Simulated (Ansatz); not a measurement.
# Cd (bcc)

Computed with Ansatz (plane waves, PAW, 420 eV cutoff): HSE06, scalar-relativistic, no spin polarisation, Γ-centred 8×8×8 mesh, 0.05 eV Gaussian smearing; PAW files: Ansatz's generated set soft_2.

```
CELL_PARAMETERS angstrom
-1.77807 1.77807 1.77807
1.77807 -1.77807 1.77807
1.77807 1.77807 -1.77807
ATOMIC_POSITIONS crystal
Cd 0.00000 0.00000 0.00000
```

At room temperature and ambient pressure Cd is hcp.

The volume is at zero pressure for this level.

Path: Γ–H–N–Γ–P–H | P–N, with Γ = (0.000, 0.000, 0.000), H = (0.500, -0.500, 0.500), N = (0.000, 0.000, 0.500), P = (0.250, 0.250, 0.250) in reciprocal vectors of the calculation's cell.

Levels between -5 and 3 eV from the Fermi level at the path's named points:
| point | below E_F (eV) | above E_F (eV) |
| --- | --- | --- |
| Γ |  |  |
| H |  |  |
| N | -2.30 -0.92 |  |
| P |  | 1.46 2.41 2.41 2.41 |

(1) By these bands, is it a metal or an insulator, and if it has a gap, where are the band edges on this path?

Answer:

(1) A metal: bands cross the Fermi level.

For a metal under a hybrid functional this mesh is coarse.
